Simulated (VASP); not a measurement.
TePb in VASP 6.6.1, single-point calculation

INCAR

```
GGA = PE
AMIX = 0.2
LREAL = .FALSE.
SIGMA = 0.02
IBRION = -1
LCHARG = .FALSE.
EDIFF = 1E-7
ENCUT = 600
LASPH = .TRUE.
ISIF = 2
NBANDS = 17
ISMEAR = -1
IMIX = 1
PREC = Accurate
NSW = 0
LWAVE = .FALSE.
NELM = 76
```

KPOINTS

```
KPOINTS created by Atomic Simulation Environment
0
Gamma
6 6 6
0 0 0
```

POSCAR

```
Pb Te
 1.0000000000000000
     0.0000000000000000    3.6414940559225757    3.6414940559225757
     3.6414940559225757   -0.0000000000000000    3.6414940559225757
     3.6414940559225757    3.6414940559225757   -0.0000000000000000
 Pb  Te
   1   1
Cartesian
 -0.0000000000000000 -0.0000000000000000  0.0000000000000000
  1.8207470279612878  1.8207470279612878  1.8207470279612878
```

The recommended PBE PAW datasets give the neutral cell 20 valence electrons.

Command

```
mpirun -np 1 vasp_std
```

Predict the outcome of this run.

It converged. Results: gap between bands v and c on the k mesh 0.74 eV; least direct gap on the k mesh 1.19 eV; pressure 0.5 GPa. Band v is the last that the valence electrons fill when counted band by band, and c is the next.

OSZICAR

```
N       E                     dE             d eps       ncg     rms          rms(c)
DAV:   1     0.163815257365E+03    0.16382E+03   -0.92945E+03   544   0.116E+03
DAV:   2     0.529670908868E+01   -0.15852E+03   -0.15408E+03   576   0.293E+02
DAV:   3    -0.698545216778E+01   -0.12282E+02   -0.12231E+02   694   0.879E+01
DAV:   4    -0.734462159455E+01   -0.35917E+00   -0.35904E+00   696   0.186E+01
DAV:   5    -0.735834048287E+01   -0.13719E-01   -0.13718E-01   765   0.301E+00    0.337E+00
DAV:   6    -0.721841398613E+01    0.13993E+00   -0.13089E-01   779   0.203E+00    0.270E+00
DAV:   7    -0.716634774899E+01    0.52066E-01   -0.70303E-02   660   0.121E+00    0.221E+00
DAV:   8    -0.714829703964E+01    0.18051E-01   -0.23149E-02   730   0.637E-01    0.177E+00
DAV:   9    -0.714207078743E+01    0.62263E-02   -0.76234E-03   699   0.334E-01    0.142E+00
DAV:  10    -0.714016354963E+01    0.19072E-02   -0.32435E-03   587   0.218E-01    0.115E+00
...
DAV:  41    -0.714288655213E+01   -0.68766E-06   -0.83574E-08   471   0.121E-03    0.246E-03
DAV:  42    -0.714288707830E+01   -0.52617E-06   -0.64928E-08   461   0.108E-03    0.209E-03
DAV:  43    -0.714288748063E+01   -0.40233E-06   -0.50183E-08   466   0.974E-04    0.178E-03
DAV:  44    -0.714288778786E+01   -0.30723E-06   -0.39145E-08   431   0.892E-04    0.151E-03
DAV:  45    -0.714288802217E+01   -0.23431E-06   -0.30069E-08   430   0.795E-04    0.129E-03
DAV:  46    -0.714288820044E+01   -0.17827E-06   -0.23166E-08   427   0.707E-04    0.110E-03
DAV:  47    -0.714288833609E+01   -0.13565E-06   -0.17832E-08   428   0.620E-04    0.944E-04
DAV:  48    -0.714288843886E+01   -0.10277E-06   -0.13767E-08   427   0.549E-04    0.808E-04
DAV:  49    -0.714288851672E+01   -0.77861E-07   -0.10606E-08   427   0.480E-04
   1 F= -.71428885E+01 E0= -.71428885E+01  d E =-.402155E-09
```

For comparison, a separate PBE run of the intended cell, on usual settings and not on those above, gives a gap of 0.74 eV on its mesh and a pressure of 0.5 GPa.
